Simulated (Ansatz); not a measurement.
Input and command of a calculation in Ansatz (plane waves; scalar-relativistic PAW potentials unless the input names others):

```yaml
crystal:
  lattice:
    - [3.1589982429, 0.0, 0.0]
    - [-1.5794991215, 2.7357727289, 0.0]
    - [0.0, 0.0, 15.4511621619]
  atoms:
    - { symbol: S, position: [0.3333333333, 0.6666666667, 0.897993106] }
    - { symbol: S, position: [0.3333333333, 0.6666666667, 0.102006894] }
    - { symbol: W, position: [0.0, 0.0, 0.0] }
basis:
  ecutwfc: "50 eV"
kpoints:
  mp_grid: { grid: [12, 12, 2] }
hamiltonian:
  xc: pbe
  dispersion: d3bj
scf:
  occupations: { method: gaussian, width: 0.02 }
  max_iter: 60
output:
  forces: true
  eigenvalues: true
  stress: true
```

```bash
ansatz run input.yaml --threads 1 --pin off --max-ram 2560MiB --backend cpu --events-out ev --progress --plain --runs-dir out
```

Abridged log:
```
Basis set: ecut = 50 eV, 95 PW (Γ), exchange–correlation on 16×16×72 points (8 copies of the dense FFT grid, shifted against one another)
Bands: 17, of which v1, the nominal top of the filled ones, is band 13 counted from 1 (12 counted from 0)
Symmetry: 12 space group operations
k-points: 38 of 288 (time reversal used)
SCF iter   1: F=—  HF=-11984.649126 eV  |F-HF|=—  |Δ(HF+E_count)|=         —  Δρ=3.00e-1  dr2=1.67e2  ethr=1.77e-3  ⟨swp⟩=8.5  Hψ=4092  notcnv=0
SCF iter   2: F=—  HF=-11875.061475 eV  |F-HF|=—  |Δ(HF+E_count)|=    1.10e2  Δρ=4.51e-2  dr2=5.66e0  ethr=1.77e-3  ⟨swp⟩=5.1  Hψ=3103  notcnv=0  defer=6
SCF iter   3: F=—  HF=-11873.823315 eV  |F-HF|=—  |Δ(HF+E_count)|=    1.24e0  Δρ=2.44e-2  dr2=3.51e0  ethr=1.77e-3  ⟨swp⟩=5.1  Hψ=2336  notcnv=0
SCF iter   4: F=—  HF=-11873.095796 eV  |F-HF|=—  |Δ(HF+E_count)|=   7.28e-1  Δρ=6.55e-3  dr2=3.20e-1  ethr=1.77e-3  ⟨swp⟩=4.4  Hψ=1970  notcnv=0  defer=1
SCF iter   5: F=—  HF=-11873.023262 eV  |F-HF|=—  |Δ(HF+E_count)|=   7.25e-2  Δρ=2.08e-3  dr2=3.67e-2  ethr=1.23e-3  ⟨swp⟩=2.5  Hψ=1076  notcnv=0  defer=1
SCF iter   6: F=—  HF=-11873.017552 eV  |F-HF|=—  |Δ(HF+E_count)|=   5.71e-3  Δρ=2.08e-4  dr2=2.08e-4  ethr=1.41e-4  ⟨swp⟩=4.1  Hψ=1384  notcnv=0  defer=2
SCF iter   7: F=—  HF=-11873.017526 eV  |F-HF|=—  |Δ(HF+E_count)|=   2.58e-5  Δρ=2.70e-5  dr2=2.79e-6  ethr=7.99e-7  ⟨swp⟩=3.2  Hψ=1373  notcnv=0  defer=2
SCF iter   8: F=—  HF=-11873.665656 eV  |F-HF|=—  |Δ(HF+E_count)|=   6.48e-1  Δρ=1.64e-4  dr2=6.52e-5  ethr=1.07e-8  ⟨swp⟩=5.2  Hψ=2236  notcnv=0
SCF iter   9: F=—  HF=-11873.665648 eV  |F-HF|=—  |Δ(HF+E_count)|=   8.07e-6  Δρ=1.24e-4  dr2=4.46e-5  ethr=1.07e-8  ⟨swp⟩=2.0  Hψ=983  notcnv=0
SCF iter  10: F=—  HF=-11873.665636 eV  |F-HF|=—  |Δ(HF+E_count)|=   1.21e-5  Δρ=1.54e-5  dr2=3.97e-7  ethr=1.07e-8  ⟨swp⟩=3.3  Hψ=1428  notcnv=0
SCF iter  11: F=—  HF=-11873.665636 eV  |F-HF|=—  |Δ(HF+E_count)|=   6.42e-8  Δρ=9.33e-6  dr2=2.10e-7  ethr=3.85e-10  ⟨swp⟩=9.1  Hψ=3865  notcnv=0
SCF iter  12: F=-11873.665636 eV  HF=-11873.665636 eV  |F-HF|=2.08e-9  |Δ(HF+E_count)|=   6.13e-8  Δρ=1.21e-6  dr2=3.10e-9  ethr=3.85e-10  ⟨swp⟩=4.0  Hψ=2711  notcnv=0
SCF 1 converged in 12 iterations: F = -11873.665636 eV  dr2 = 3.10e-9
SCF converged after 12 iterations
Free energy (F): -11873.665636 eV
Harris-Foulkes:  -11873.665636 eV  (|F-HF|=2.08e-9)
Internal energy: -11873.665636 eV  (E = F + TS)
E sigma→0 (E₀):  -11873.665636 eV
Fermi energy:    2.374853 eV
  E_disp       = -0.934220  (pairwise vdW)
--- Forces (eV/Å), atoms counted from 1 ---
  atom   1  S      0.00000000     0.00000000     6.75832134
  atom   2  S      0.00000000     0.00000000    -6.75832134
  atom   3  W      0.00000000     0.00000000     0.00000000
--- Stress (GPa, compression-positive) ---
      -44.605338       0.000000       0.000000
        0.000000     -44.605338       0.000000
        0.000000       0.000000     -32.229306
  P = ⅓ Tr σ = -40.4800 GPa (-404.800 kbar)
```

What is wrong with this input?

The fault is a cutoff far too low (basis.ecutwfc: 420 → "50 eV", the first being the value of the sound run). Setting it back cures it. The log, from which this was withheld above, says: «Warning: basis.ecutwfc = 50 eV is below the records' recommended 420 eV, and the density's cutoff is lower with it unless basis.ecutrho_ratio is high enough to keep the records' density cutoff: compare with a run at a higher cutoff» The run converged all the same, with an energy at zero smearing 106.2 eV/atom above the reference's, pressure -40.48 GPa, largest force 6.758 eV/Å, gap on the mesh 0.21 eV, so convergence alone doesn't show that an input is right. A reference run on usual settings, whose relaxation ended at this geometry, converged, and the end of its own relaxation has pressure 0.00 GPa, largest force 0.002 eV/Å, gap on the mesh 1.92 eV.

Time: 1.5 s on 1 thread of Arm Neoverse V1 (shared host), peak memory 0.25 GiB.